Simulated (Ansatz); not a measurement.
# Si: the cost of one run

Method: DFT PBE, scalar-relativistic, plane waves, PAW, in Ansatz 0.2.0.

## (1) The system as given

It takes space group Fd-3m (No. 227, cubic). The conventional cell has a = 5.431 Å, b = 5.431 Å, c = 5.431 Å, α = 90.00°, β = 90.00°, γ = 90.00°. Si (site symmetry -43m) has 4 Si at 2.35 Å as nearest neighbours.

Coordinates:

```cif
data_structure
_symmetry_space_group_name_H-M 'P 1'
_symmetry_Int_Tables_number 1
_cell_length_a 7.6805
_cell_length_b 7.6805
_cell_length_c 7.6805
_cell_angle_alpha 60.000
_cell_angle_beta 60.000
_cell_angle_gamma 60.000
_cell_volume 320.37
loop_
_atom_site_label
_atom_site_type_symbol
_atom_site_fract_x
_atom_site_fract_y
_atom_site_fract_z
_atom_site_occupancy
Si1 Si 0.75000 0.75000 0.75000 1
Si2 Si 0.25000 0.75000 0.75000 1
Si3 Si 0.75000 0.25000 0.75000 1
Si4 Si 0.75000 0.75000 0.25000 1
Si5 Si 0.25000 0.25000 0.75000 1
Si6 Si 0.25000 0.75000 0.25000 1
Si7 Si 0.75000 0.25000 0.25000 1
Si8 Si 0.25000 0.25000 0.25000 1
Si9 Si 0.62500 0.62500 0.12500 1
Si10 Si 0.12500 0.62500 0.12500 1
Si11 Si 0.62500 0.12500 0.12500 1
Si12 Si 0.62500 0.62500 0.62500 1
Si13 Si 0.12500 0.12500 0.12500 1
Si14 Si 0.12500 0.62500 0.62500 1
Si15 Si 0.62500 0.12500 0.62500 1
Si16 Si 0.12500 0.12500 0.62500 1
```

No relaxation comes first: the listed cell is the starting point.

## (2) The perfect supercell on the trajectory's mesh

Contents of input.yaml:

```yaml
crystal:
  lattice:
    - [-5.43094, 5.43094, 0.0]
    - [-5.43094, 0.0, 5.43094]
    - [0.0, 5.43094, 5.43094]
  atoms:
    - { symbol: Si, position: [0.75, 0.75, 0.75] }
    - { symbol: Si, position: [0.25, 0.75, 0.75] }
    - { symbol: Si, position: [0.75, 0.25, 0.75] }
    - { symbol: Si, position: [0.75, 0.75, 0.25] }
    - { symbol: Si, position: [0.25, 0.25, 0.75] }
    - { symbol: Si, position: [0.25, 0.75, 0.25] }
    - { symbol: Si, position: [0.75, 0.25, 0.25] }
    - { symbol: Si, position: [0.25, 0.25, 0.25] }
    - { symbol: Si, position: [0.625, 0.625, 0.125] }
    - { symbol: Si, position: [0.125, 0.625, 0.125] }
    - { symbol: Si, position: [0.625, 0.125, 0.125] }
    - { symbol: Si, position: [0.625, 0.625, 0.625] }
    - { symbol: Si, position: [0.125, 0.125, 0.125] }
    - { symbol: Si, position: [0.125, 0.625, 0.625] }
    - { symbol: Si, position: [0.625, 0.125, 0.625] }
    - { symbol: Si, position: [0.125, 0.125, 0.625] }
  symmetry: { detect: false }
basis:
  ecutwfc: 420
kpoints:
  mp_grid: { grid: [2, 2, 2], shift: [0.5, 0.5, 0.5] }
hamiltonian:
  xc: pbe
scf:
  occupations: { method: gaussian, width: 0.1 }
output:
  forces: true
  stress: true
  eigenvalues: true
```

The run is started by

```bash
ansatz run input.yaml --threads 4 --pin off --max-ram 5120MiB --backend cpu --events-out ev --progress --plain --runs-dir out
```

**Question.** How long does this run take on 4 threads of Intel Xeon Platinum 8488C (Sapphire Rapids), shared host, and how much memory does it need?

About 1.4 s, with a peak of 0.69 GiB.
